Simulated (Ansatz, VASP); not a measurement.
**Two plane-wave programs on AlN**

INCAR

```
SYSTEM = AlN
PREC = Accurate
ENCUT = 520
EDIFF = 1E-6
ISMEAR = 0
SIGMA = 0.02
LREAL = .False.
LASPH = .True.
NELM = 80
ALGO = Normal
ISIF = 2
LWAVE = .False.
LCHARG = .True.
GGA = PE
LELF = .True.
LVHAR = .True.
NBANDS = 16
```

KPOINTS

```
regular mesh
0
Gamma
  8 8 6
  0 0 0
```

Contents of POSCAR:

```
AlN
1.0
    2.1355394922      2.1355394922      0.0000000000
   -2.1355394922      2.1355394922      0.0000000000
    0.0000000000      0.0000000000      4.2710789844
Al N
2 2
Direct
    0.0000000000      0.0000000000      0.0000000000
    0.5000000000      0.5000000000      0.5000000000
    0.5000000000      0.0000000000      0.2500000000
    0.0000000000      0.5000000000      0.7500000000
```

Input for Ansatz:

```yaml
crystal:
  lattice:
    - [2.1355394922, 2.1355394922, 0.0]
    - [-2.1355394922, 2.1355394922, 0.0]
    - [0.0, 0.0, 4.2710789844]
  atoms:
    - { symbol: Al, position: [0.0, 0.0, 0.0] }
    - { symbol: Al, position: [0.5, 0.5, 0.5] }
    - { symbol: "N", position: [0.5, 0.0, 0.25] }
    - { symbol: "N", position: [0.0, 0.5, 0.75] }
basis:
  ecutwfc: 420
kpoints:
  mp_grid: { grid: [8, 8, 6] }
  band_path: { path: [VBM, CBM], npoints: 2 }
hamiltonian:
  xc: pbe
scf:
  occupations: { method: gaussian, width: 0.02 }
output:
  forces: true
  stress: true
  eigenvalues: true
checkpoint:
  read: start.run
  write: ck
  compress: false
  write_wavefunctions: false
  write_every: 100000
```

Alike in both runs: task single point; functional PBE; k mesh 8 × 8 × 6; occupations gaussian, width 0.02 eV; no spin polarisation.

|  | VASP | Ansatz |
| --- | --- | --- |
| version | VASP 6.6.1 | Ansatz 0.2.0 |
| potentials or method | VASP PAW PBE potentials, release 64 (Al, N) | scalar-relativistic, plane waves, PAW |
| plane-wave cutoff (eV) | 520 | 420 |
| valence electrons in the cell | 16 | 16 |

|  | VASP | Ansatz | Ansatz less VASP |
| --- | --- | --- | --- |
| gap on the k mesh at the Fermi level (eV) | 3.35 | 3.36 | +0.007 |
| least direct gap on the mesh (eV) | 3.35 | 3.36 | +0.007 |
| pressure (GPa) | 20.8 | 21.0 | +0.19 |

With one functional, cell and mesh, what is left measures potentials, basis and numerics.

Caveats: so large a pressure means that the cell lies far from this level's equilibrium, or that cutoff or potentials fall short (VASP). A k mesh can miss the band edges. PBE gaps usually lie below the measured ones, often by a third to a half.
